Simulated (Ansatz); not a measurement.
# ZnSe: the cost of one run

Method: DFT PBE, scalar-relativistic, plane waves, PAW, in Ansatz 0.2.0.

4 further runs of the same task are left out: 1 that didn't finish, 3 set aside as unsound or not needed.

## Step 1: The starting structure

The structure is cubic, space group F-43m (No. 216). Conventional cell: a = 5.733 Å, b = 5.733 Å, c = 5.733 Å, α = 90.00°, β = 90.00°, γ = 90.00°. Zn (site symmetry -43m) has 4 Se at 2.48 Å as nearest neighbours. Se (site symmetry -43m) has 4 Zn at 2.48 Å as nearest neighbours.

As a file:

```xyz
2
Lattice="0.0000 2.8663 2.8663 2.8663 0.0000 2.8663 2.8663 2.8663 0.0000" Properties=species:S:1:pos:R:3 pbc="T T T"
Zn    0.0000    0.0000    0.0000
Se    4.2995    4.2995    4.2995
```

This cell was relaxed beforehand with the same method: volume 23.55 Å³/atom, gap on the mesh 1.15 eV.

## Step 2: Relaxing at 30 GPa

What is minimised here is the enthalpy; the energy can go up as the cell is squeezed.

Contents of input.yaml:

```yaml
crystal:
  lattice:
    - [0.0, 2.866304363, 2.866304363]
    - [2.866304363, 0.0, 2.866304363]
    - [2.866304363, 2.866304363, 0.0]
  atoms:
    - { symbol: Zn, position: [0.0, 0.0, 0.0] }
    - { symbol: Se, position: [0.75, 0.75, 0.75] }
basis:
  ecutwfc: 420
kpoints:
  mp_grid: { grid: [8, 8, 8] }
hamiltonian:
  xc: pbe
scf:
  occupations: { method: fixed }
output:
  forces: true
  stress: true
  eigenvalues: true
relax:
  adjacent_minimum: "off"
  f_tol: 0.001
  max_steps: 60
  cell: { stress_tol: 0.02, p_target: 30.0 }
```

Launch:

```console
$ ansatz run input.yaml --threads 1 --pin off --max-ram 3072MiB --backend cpu --events-out ev --progress --plain --runs-dir out
```

What time and memory should one allow on 1 thread of Intel Xeon at 2.50GHz (Skylake/Cascade Lake), shared host?

About 62 s, with a peak of 0.36 GiB.
